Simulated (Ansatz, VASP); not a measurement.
H in VASP and in Ansatz

File POSCAR:

```
H
1.0
   -1.6915344700      1.6915344700      2.0584739900
    1.6915344700     -1.6915344700      2.0584739900
    1.6915344700      1.6915344700     -2.0584739900
H
2
Direct
    0.9098622900      0.9098622900      0.0000000000
    0.0901377100      0.0901377100      0.0000000000
```

File INCAR.step1:

```
SYSTEM = H
ALGO = Normal
EDIFF = 1E-4
ENCUT = 520
GGA = PE
ISMEAR = 0
LASPH = .True.
LCHARG = .False.
LREAL = .False.
LWAVE = .True.
NBANDS = 8
NELM = 100
PREC = Accurate
SIGMA = 0.05
```

The input INCAR.step2:

```
SYSTEM = H
ALGO = Normal
EDIFF = 1E-6
ENCUT = 520
ISIF = 2
ISMEAR = 0
ISTART = 1
LASPH = .True.
LCHARG = .False.
LMIXTAU = .True.
LREAL = .False.
LWAVE = .False.
METAGGA = R2SCAN
NBANDS = 8
NELM = 100
PREC = Accurate
SIGMA = 0.05
```

Contents of KPOINTS:

```
k-points
0
Gamma
  10 10 10
  0 0 0
```

Input for Ansatz:

```yaml
crystal:
  lattice:
    - [-1.69153447, 1.69153447, 2.05847399]
    - [1.69153447, -1.69153447, 2.05847399]
    - [1.69153447, 1.69153447, -2.05847399]
  atoms:
    - { symbol: H, position: [0.90986229, 0.90986229, 0.0] }
    - { symbol: H, position: [0.09013771, 0.09013771, 0.0] }
basis:
  ecutwfc: 500
kpoints:
  mp_grid: { grid: [10, 10, 10] }
hamiltonian:
  xc: r2scan
scf:
  occupations: { method: gaussian, width: 0.05 }
output:
  forces: true
  stress: true
  eigenvalues: true
```

Alike in both runs: task single point; functional r2SCAN; k mesh 10 × 10 × 10; occupations gaussian, width 0.05 eV; no spin polarisation.

```csv
,VASP,Ansatz
version,VASP 6.6.1,Ansatz 0.2.0
potentials or method,"VASP PAW PBE potentials, release 64 (H)","scalar-relativistic, plane waves, PAW"
plane-wave cutoff (eV),520,500
valence electrons in the cell,2,2
```

|  | VASP | Ansatz | Ansatz less VASP |
| --- | --- | --- | --- |
| gap on the k mesh at the Fermi level (eV) | 9.66 | 9.65 | -0.010 |
| least direct gap on the mesh (eV) | 10.48 | 10.47 | -0.011 |
| pressure (GPa) | 0.0 | 0.2 | +0.21 |
| rms of the force components (eV/Å) | 0.002 | 0.005 | +0.0029 |

Atom by atom the forces differ by 0.003 eV/Å (rms over components). The functional is the same, so the differences come from potentials, cutoffs and numerics.

Caveats: the PAW data sets were made with another functional, which shifts forces and pressure a little (VASP). r2SCAN opens gaps a little over a GGA but as a rule still falls short of measured ones. A k mesh can miss the band edges.
